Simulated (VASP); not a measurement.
Set up this calculation in VASP 6.6.1, as the native input.

| Quantity | Value |
| --- | --- |
| Task | relaxation of cell and atoms |
| Functional | PBE |
| Potentials or basis | VASP PAW PBE potentials, release 54 (S, Be) |
| Cutoff | 900 eV |
| k mesh | 9 × 9 × 9 |
| Occupations | fermi-dirac, width 0.05 eV |
| Spin | no spin polarisation |
| Further INCAR settings | ALGO = Normal; EDIFF = 1e-06; IBRION = 2; EDIFFG = -0.02; NSW = 40; ISIF = 3 |

The structure of BeS lies in POSCAR:

```
BeS
1.0
    0.0000000000      2.4250000000      2.4250000000
    2.4250000000      0.0000000000      2.4250000000
    2.4250000000      2.4250000000      0.0000000000
S Be
1 1
Direct
    0.7500000000      0.7500000000      0.7500000000
    0.0000000000      0.0000000000      0.0000000000
```

These files were run (other wordings do the same):

INCAR

```
ALGO = Normal
EDIFF = 1E-6
EDIFFG = -0.02
ENCUT = 900
GGA = PE
IBRION = 2
ISIF = 3
ISMEAR = -1
LASPH = T
LCHARG = F
LREAL = F
LWAVE = F
NELM = 60
NSW = 40
PREC = Accurate
SIGMA = 0.05
```

KPOINTS

```
k-points
0
Gamma
  9 9 9
```

Potentials or basis: VASP PAW PBE potentials, release 54 (S, Be).

Command:

```console
$ cat potpaw_PBE.54/S/POTCAR potpaw_PBE.54/Be/POTCAR > POTCAR
$ mpirun -np 1 vasp_std > vasp.out
```

It gave:

```json
{
 "Relaxed volume": "14.50 Å³/atom",
 "Relaxed cell": "a = 3.448 Å, b = 3.448 Å, c = 3.448 Å, α = 60.00°, β = 60.00°, γ = 60.00°",
 "Space group after relaxing (to 0.05 Å)": "F-43m (No. 216)",
 "Energy gained by relaxing": "1.1 meV/atom",
 "Ionic steps": "3",
 "Pressure after relaxing": "0.0 GPa",
 "Band gap on the k mesh": "3.24 eV, indirect (least direct gap 5.68 eV)"
}
```

Caveat: an odd mesh through Γ misses points on the zone boundary, where band edges often lie.

Run time: 57 s on 1 thread of AMD EPYC 7R13 Processor (Zen 3), on a shared host, peak memory 0.18 GiB.
